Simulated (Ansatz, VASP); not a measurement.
## Cd in VASP and in Ansatz

File INCAR:

```
SYSTEM = Cd
PREC = Accurate ; ENCUT = 520
EDIFF = 1E-6 ; ISMEAR = 0
SIGMA = 0.05 ; LREAL = .FALSE.
LASPH = .TRUE. ; NELM = 100
ALGO = Normal ; ISIF = 2
LWAVE = .FALSE. ; LCHARG = .FALSE.
GGA = PS ; NBANDS = 12
```

File KPOINTS:

```
Automatic mesh
0
G
  10 10 10
  0 0 0
```

File POSCAR:

```
Cd
1.0
   -1.7843220000      1.7843220000      1.7843220000
    1.7843220000     -1.7843220000      1.7843220000
    1.7843220000      1.7843220000     -1.7843220000
Cd
1
Direct
    0.0000000000      0.0000000000      0.0000000000
```

input.yaml

```yaml
crystal:
  lattice:
    - [-1.784322, 1.784322, 1.784322]
    - [1.784322, -1.784322, 1.784322]
    - [1.784322, 1.784322, -1.784322]
  atoms:
    - { symbol: Cd, position: [0.0, 0.0, 0.0] }
kpoints:
  mp_grid: { grid: [10, 10, 10] }
scf:
  occupations: { method: gaussian, width: 0.05 }
hamiltonian:
  xc: pbesol
  pseudopotentials: { kind: all_electron, lapw: { basis_error: 0.001 } }
output:
  forces: true
  stress: true
  eigenvalues: true
```

This isn't the form of Cd at room conditions, which is hcp.

Alike in both runs: task single point; functional PBEsol; k mesh 10 × 10 × 10; occupations gaussian, width 0.05 eV; no spin polarisation.

|  | VASP | Ansatz |
| --- | --- | --- |
| version | VASP 6.6.1 | Ansatz 0.2.0 |
| potentials or method | VASP PAW PBE potentials, release 64 (Cd) | all-electron LAPW, scalar-relativistic |
| plane-wave cutoff (eV) | 520 | see its input |

```csv
,VASP,Ansatz,Ansatz less VASP
gap on the k mesh at the Fermi level (eV),none,none,-
pressure (GPa),-2.6,-2.8,-0.22
```

A gap of «none» marks a metal or a gap that the smearing closes. Ansatz ran all-electron here, so the differences hold the error of VASP's frozen core and of both bases.

Caveats: the PAW data sets were made with another functional, which shifts forces and pressure a little (VASP).
